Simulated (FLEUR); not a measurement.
Runs of FLEUR MaX-R8.1 (later development tree) on C. The structure is cubic, space group Fd-3m (No. 227). The conventional cell has a = 3.567 Å, b = 3.567 Å, c = 3.567 Å, α = 90.00°, β = 90.00°, γ = 90.00°. C (site symmetry -43m) has 4 C at 1.54 Å as nearest neighbours. This isn't the form of C at room conditions, which is graphite.

```tsv
task	level	gmax	muffin-tin radii	max iterations	mixing factor	mixer	kmax	gap on the mesh (eV)	V0 of scaled cells (Å³/atom)	B0 (GPa)
equation of state	revPBE	17 1/bohr	C 1.31 bohr	-	-	-	5.5 1/bohr	-	5.76	423
equation of state	PBEsol	17 1/bohr	C 1.31 bohr	-	-	-	5.5 1/bohr	-	(b)	(a)
band structure	PBEsol	16.5 1/bohr	C 1.35 bohr	60	0.05	Anderson	5.33 1/bohr	4.01	-	-
band structure	revPBE	16.5 1/bohr	C 1.35 bohr	60	0.05	Anderson	5.33 1/bohr	4.14	-	-
```

Alike in all rows: potentials or basis all-electron, FLAPW; no spin polarisation; cell as given; k mesh 13 × 13 × 13; smearing fermi-dirac 0.05 eV.

**Question.** Fill in the values left out.

**Answer.** (a) 450; (b) 5.61.

Runs at the PBE level aren't shown here.
